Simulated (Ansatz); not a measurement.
# GaN (F-43m) in Ansatz: notebook

The runs below take GaN through band structure, single point, equation of state, with PBEsol0.

Program: Ansatz 0.2.0. These are calculated values, not measurements. Logs are shortened: lines on timing, memory, paths and dates and some standing lists are left out, and cuts for length are marked.

**Experimental background.**

From a printed reference work, textbook, for a bulk crystal of GaN at 0 K: band gap 3.299 eV (direct).

The results are compared with them further down.

### Step 1. The crystal as given

It takes space group F-43m (No. 216, cubic). Conventional cell: a = 4.507 Å, b = 4.507 Å, c = 4.507 Å, α = 90.00°, β = 90.00°, γ = 90.00°. Ga (site symmetry -43m) has 4 N at 1.95 Å as nearest neighbours. N (site symmetry -43m) has 4 Ga at 1.95 Å as nearest neighbours.

The cell is a database's computed one.

### Step 2. Band structure, PBEsol0

The input, input.yaml:

```yaml
crystal:
  lattice:
    - [0.0, 2.2535006075, 2.2535006075]
    - [2.2535006075, 0.0, 2.2535006075]
    - [2.2535006075, 2.2535006075, 0.0]
  atoms:
    - { symbol: Ga, position: [0.0, 0.0, 0.0] }
    - { symbol: "N", position: [0.25, 0.25, 0.25] }
hamiltonian:
  xc: { exchange: pbesol, correlation: pbesol, exx: { coeff: 0.25 } }
  pseudopotentials: { kind: paw }
kpoints:
  mp_grid: { grid: [6, 6, 6] }
  band_path:
    path:
      - [[0.0, 0.0, 0.0], [0.5, 0.0, 0.5], [0.5, 0.25, 0.75], [0.375, 0.375, 0.75], [0.0, 0.0, 0.0], [0.5, 0.5, 0.5], [0.625, 0.25, 0.625], [0.5, 0.25, 0.75], [0.5, 0.5, 0.5], [0.375, 0.375, 0.75]]
      - [[0.625, 0.25, 0.625], [0.5, 0.0, 0.5]]
    npoints: 4
scf:
  occupations: { method: fermi_dirac, width: 0.05 }
  n_extra_bands: 6
output:
  forces: true
  stress: true
  eigenvalues: true
  fatbands: false
```

Potentials or basis: Ansatz PAW.

Command:

```bash
ansatz run input.yaml --threads 2 --pin off --max-ram 5632MiB --backend cpu --events-out ev --progress --plain --runs-dir out
```

The program printed:

```text
Warning: output.stress: scf.convergence.dr2_threshold = 1e-7 eV (the SCF's general default) is looser than the 2e-10 eV advised for a printed stress (1e-10 eV for each atom of the cell: 2). What an SCF threshold leaves in a stress goes as its square root, and in the free energy as the threshold itself, and one threshold admits the most on a small cell: of the crystals measured, under no hybrid functional and no lock of the moments, on runs that ended without the residual-converged pass, on stresses that held no estimate of that error, the worst erred by over 100 MPa in a component at 1e-7 eV an atom and by under 5 at 1e-10. Set scf.convergence.dr2_threshold to 2e-10 eV or tighter. The threshold is an SCF's pass mark: one that does not reach it within its budget of iterations ends unconverged, or closes short of it on a stop that the run arms, and scf.convergence.dr2_threshold's page says what that costs each kind of run
Warning: output.stress: scf.exx.energy_threshold = 1e-6 eV is looser than the 2e-8 eV advised for a stress under a hybrid functional (1e-8 eV for each atom of the cell: 2). Every SCF of the exchange loop can meet its threshold on dr2 while the loop round them stops early: no threshold on dr2 bounds what that leaves in the stress. Set scf.exx.energy_threshold to 2e-8 eV or tighter. The threshold is the loop's pass mark: a loop that does not reach it within its budget of cycles ends unconverged, and scf.exx.energy_threshold's page has the law
Warning: RAYON_NUM_THREADS=2 ignored (pool sized by the plan → 2); use --threads N
scf.n_extra_bands = 6 over 9 filled bands (N_el = 18.0): the run solves 15 bands
Engine: ansatz 0.2.0, x86_64-unknown-linux-gnu
Pseudopotentials: kind: paw
Pseudopotential: Ga, paw, valence charge 13, recommended cutoff 420 eV (normal), Ga.paw.azcp
Pseudopotential: N, paw, valence charge 5, recommended cutoff 420 eV (normal), N.paw.azcp
Functional definition: unnamed
  parameter a_1 = 0.25
  exchange = (1 - a_1)*pbe_x(mu = 0.12345679012345678) + a_1*exact_x
  correlation = pbe_c(beta = 0.046)
Crystal: 2 atoms, lattice volume = 22.888 Å³
Basis set: ecut = 420 eV, 459 PW (Γ), exchange–correlation on 48×48×48 points (8 copies of the dense FFT grid, shifted against one another)
Bands: 15, of which v1, the nominal top of the filled ones, is band 9 counted from 1 (8 counted from 0)
Symmetry: 24 space group operations
Space group: F-43m (ITA 216), of the structure as read, at distance tolerance 2.8e-5 Å
k-points: 16 of 216 (time reversal used)
Non-local potential: Ga, projectors of the file, l = 0: 2, l = 1: 2, l = 2: 3, l = 3: 1
Non-local potential: N, projectors of the file, l = 0: 2, l = 1: 2, l = 2: 1
PAW form: soft (Blöchl's): semilocal exchange-correlation on the pseudo side does not see the compensation charge
PAW frozen core: Ga, regenerated for the run's functional, and the local potential with it (the file was generated under x = pbe(κ = 0.804, μ = 0.2195149727645171), c = pbe(β = 0.06672455060314922))
PAW frozen core: N, regenerated for the run's functional, and the local potential with it (the file was generated under x = pbe(κ = 0.804, μ = 0.2195149727645171), c = pbe(β = 0.06672455060314922))
PAW one-centre angular grid: Ga, 590 points (default); XC on 64 Gauss nodes
PAW one-centre angular grid: N, 110 points (default); XC on 64 Gauss nodes
Initial density: superposition of atomic densities (neutral atoms: chi_scale 0, normalization atom), corrected by the library's trained network
Initial wavefunctions: pseudopotential atomic-orbital guess
Functional: x = pbesol(κ = 0.804, μ = 0.12345679012345678), c = pbesol(β = 0.046), warm-up for x = 0.75 pbesol(κ = 0.804, μ = 0.12345679012345678) + 0.25 exact, c = pbesol(β = 0.046)
SCF iter   1: F=—  HF=-4122.840974 eV  |F-HF|=—  |Δ(HF+E_count)|=         —  Δρ=1.23e-2  dr2=3.32e-2  ethr=1.77e-3  ⟨swp⟩=8.4  Hψ=1115  notcnv=0
preconditioner: auto → none  [insulator: Δε(μ)=1.570 eV  Ē_g=21.378 eV  σ=0.050 eV  W_gap=1.00  n_scr=8 (ndim 8)  ℏωp=32.9 eV  f_vac=0.001  D(μ)=0.00/eV (n_scr^D=0)]
SCF iter   2: F=—  HF=-4122.832652 eV  |F-HF|=—  |Δ(HF+E_count)|=   8.32e-3  Δρ=4.39e-3  dr2=4.95e-3  ethr=1.85e-4  ⟨swp⟩=3.2  Hψ=503  notcnv=0  defer=7
iter 3 solved again at ethr=2.38e-7 eV; its pass at ethr=2.75e-5 eV (dr2=4.29e-5 eV) is discarded
SCF iter   3: F=-4122.831301 eV  HF=-4122.831456 eV  |F-HF|=1.56e-4  |Δ(HF+E_count)|=   1.20e-3  Δρ=5.70e-4  dr2=4.04e-5  ethr=2.38e-7  ⟨swp⟩=3.6  Hψ=992  notcnv=0  defer=2
SCF 1 stopped early in 3 iterations: F = -4122.831301 eV  dr2 = 4.04e-5
Initial density: handed on by an earlier stage of this run
Initial wavefunctions: those handed on with the density
Functional: x = 0.75 pbesol(κ = 0.804, μ = 0.12345679012345678) + 0.25 exact, c = pbesol(β = 0.046)
Frozen-core exchange: fock
SCF iter   1: F=—  HF=-4136.388995 eV  |F-HF|=—  |Δ(HF+E_count)|=         —  Δρ=1.75e-2  dr2=3.14e-2  ethr=2.24e-6  ⟨swp⟩=6.2  Hψ=1094  notcnv=0
preconditioner: auto → none  [insulator: Δε(μ)=3.564 eV  Ē_g=25.535 eV  σ=0.050 eV  W_gap=1.00  n_scr=8 (ndim 8)  ℏωp=32.9 eV  f_vac=0.000  D(μ)=0.00/eV (n_scr^D=0)]
SCF iter   2: F=—  HF=-4136.375032 eV  |F-HF|=—  |Δ(HF+E_count)|=   1.40e-2  Δρ=4.31e-3  dr2=2.98e-3  ethr=2.24e-6  ⟨swp⟩=4.0  Hψ=766  notcnv=0
SCF iter   3: F=—  HF=-4136.385446 eV  |F-HF|=—  |Δ(HF+E_count)|=   1.04e-2  Δρ=4.43e-3  dr2=1.99e-3  ethr=2.24e-6  ⟨swp⟩=4.1  Hψ=695  notcnv=0  defer=1
SCF iter   4: F=—  HF=-4136.385042 eV  |F-HF|=—  |Δ(HF+E_count)|=   4.04e-4  Δρ=1.39e-3  dr2=1.80e-4  ethr=2.24e-6  ⟨swp⟩=3.0  Hψ=503  notcnv=0
SCF iter   5: F=—  HF=-4136.385277 eV  |F-HF|=—  |Δ(HF+E_count)|=   2.34e-4  Δρ=7.42e-4  dr2=1.10e-4  ethr=8.10e-7  ⟨swp⟩=3.1  Hψ=428  notcnv=0  defer=2
SCF iter   6: F=-4136.385239 eV  HF=-4136.385248 eV  |F-HF|=8.57e-6  |Δ(HF+E_count)|=   2.94e-5  Δρ=1.91e-4  dr2=1.02e-5  ethr=5.69e-7  ⟨swp⟩=3.0  Hψ=427  notcnv=0  defer=1
SCF 2 stopped early in 6 iterations: F = -4136.385239 eV  dr2 = 1.02e-5
hybrid outer 1: dexx = +1.158e-2 eV, tail = 5.29e-5 eV
Frozen-core exchange: fock
SCF iter   1: F=—  HF=-4136.384990 eV  |F-HF|=—  |Δ(HF+E_count)|=         —  Δρ=5.24e-5  dr2=6.21e-7  ethr=1.47e-6  ⟨swp⟩=4.8  Hψ=606  notcnv=0
preconditioner: auto → none  [insulator: Δε(μ)=3.603 eV  Ē_g=25.356 eV  σ=0.050 eV  W_gap=1.00  n_scr=8 (ndim 8)  ℏωp=32.9 eV  f_vac=0.001  D(μ)=0.00/eV (n_scr^D=0)]
SCF iter   2: F=—  HF=-4136.384992 eV  |F-HF|=—  |Δ(HF+E_count)|=   1.43e-6  Δρ=3.26e-5  dr2=2.76e-7  ethr=2.46e-9  ⟨swp⟩=4.2  Hψ=640  notcnv=0  defer=2
SCF iter   3: F=-4136.384992 eV  HF=-4136.384992 eV  |F-HF|=1.00e-9  |Δ(HF+E_count)|=   7.42e-8  Δρ=5.56e-6  dr2=1.04e-8  ethr=1.29e-9  ⟨swp⟩=3.1  Hψ=427  notcnv=0  defer=1
SCF 3 converged in 3 iterations: F = -4136.384992 eV  dr2 = 1.04e-8
  Residual-converged pass: ⟨swp⟩=3.1  Hψ=526  notcnv=0  max |occ|·‖R‖ = 2.4e-6 eV (tolerance 2.4e-6 eV)  dr2=1.03e-8  dr2_onsite=1.10e-9  max |Δocc| = 3.6e-23
hybrid outer 2: dexx = +9.714e-7 eV, tail = 4.03e-8 eV, Δε = 4.52e-3 eV (about 1.63e-4 eV left of the loop's levels)
NSCF: frozen V_eff on 42 k-points
hybrid SCF converged: 2 outer / 9 inner (+3 warm-up), last move |dexx| = 9.71e-7 eV, tail = 4.03e-8 eV
Stability not checked: this state was not tested for a lower state beside it, because the functional holds exact exchange (a hybrid, or Hartree-Fock), whose exchange loop this test does not read (fock_operator; see scf.lower_state_search)
Free energy (F): -4136.384992 eV
Frozen-core exchange: fock
Harris-Foulkes:  -4136.384992 eV  (|F-HF|=1.00e-9)
Internal energy: -4136.384992 eV  (E = F + TS)
E sigma→0 (E₀):  -4136.384992 eV
Fermi energy:    10.166588 eV
--- Per-component energies (eV) ---
  E_band       = -56.400540
  E_kinetic    = 246.205050
  E_local      = -1954.721511  (includes V_loc(G=0)·N_el)
  E_nonlocal   = 476.920111
  E_hartree    = 900.975322
  E_xc         = -98.509279
  E_vxc        = -103.233097  (∫ρ·V_xc dr)
  E_exx        = -69.388744  (= α·E_x^exact, valence–valence)
  E_paw        = -2051.138749  (= ΣΔE_a)
  E_vpaw       = -384.746982  (= ΣTr[D̂ρ^β])
  E_aug_tail   = 0.000129  (compensation charges beyond the density's cutoff)
  E_ewald      = -1587.434954
  E_core_change = 0.707627  (= ΣΔE_core)
  E_smearing   = -0.000000  (= −TS)
  E_closure    = 0.000007  (closes the sum)
  Σ components = -4136.384992   (vs F -4136.384992, Δ=0.00e0)
--- Forces (eV/Å), atoms counted from 1 ---
  atom   1  Ga     0.00000000    -0.00000000    -0.00000000
  atom   2  N     -0.00000000    -0.00000000     0.00000000
  max |Σ_I F_I| component: 3.24e-17 eV/Å
--- Stress (GPa, compression-positive) ---
       -5.758647      -0.000000      -0.000000
        0.000000      -5.758647       0.000000
       -0.000000       0.000000      -5.758647
  P = ⅓ Tr σ = -5.7586 GPa (-57.586 kbar)
--- Band table (eV; the first three rows and the last of 16) ---
  k-point 0: bands = ["-9.1429", "-7.4082", "-7.4082", "-7.4082", "-7.0931", "-7.0931", "8.3370", "8.3370", "8.3370", "11.9405", "20.9108", "20.9108", "20.9108", "28.2927", "29.3943"]
  k-point 1: bands = ["-8.9054", "-7.3762", "-7.3762", "-7.2003", "-7.0949", "-7.0949", "5.9028", "8.0380", "8.0380", "13.6317", "19.8580", "21.3059", "21.3059", "27.2685", "27.3798"]
  k-point 2: bands = ["-8.6371", "-7.3321", "-7.3321", "-7.0769", "-7.0769", "-6.2609", "2.4807", "7.5101", "7.5101", "14.8894", "19.3052", "21.2227", "21.2227", "26.1575", "28.3000"]
  k-point 15: bands = ["-8.5062", "-7.2630", "-7.2199", "-7.1156", "-7.0586", "-4.5796", "2.0305", "4.5557", "4.6235", "15.5141", "18.6642", "21.9544", "22.1269", "25.8091", "31.3277"]
```

Run time: 2.2 min. Hardware: 2 threads of Intel Xeon Platinum 8259CL at 2.50GHz (Skylake/Cascade Lake), shared host; peak memory 0.84 GiB.

What came out:

| Property | Result |
| --- | --- |
| Free energy | -4136.3850 eV |
| Pressure | -5.8 GPa |
| Band gap on the k mesh | 3.60 eV, direct |
| Band gap along the path | 3.60 eV, direct |

Levels at the corners of the path, in eV from the valence-band top:
```
point  band 7  band 8  band 9  band 10  band 11  band 12
    Γ    0.00    0.00    0.00     3.60    12.57    12.57
    X   -6.67   -2.95   -2.95     5.07     8.79    14.23
    W   -6.13   -4.10   -3.94     8.18    11.01    12.59
    K   -6.34   -4.67   -2.38     6.85    10.28    13.49
    Γ    0.00    0.00    0.00     3.60    12.57    12.57
    L   -7.66   -1.06   -1.06     6.72    11.09    12.56
    U   -6.34   -4.67   -2.38     6.85    10.28    13.49
    W   -6.13   -4.10   -3.94     8.18    11.01    12.59
    L   -7.66   -1.06   -1.06     6.72    11.09    12.56
    K   -6.34   -4.67   -2.38     6.85    10.28    13.49
    U   -6.34   -4.67   -2.38     6.85    10.28    13.49
    X   -6.67   -2.95   -2.95     5.07     8.79    14.23
```

Caveat: the pressure holds a Pulay correction of +0.5 GPa for the finite cutoff; the PAW data sets come from PBE, with cores solved anew for the run's functional, which leaves a small shift of forces and pressure; the thresholds are loose for stress.

[end of part 1 of 2]
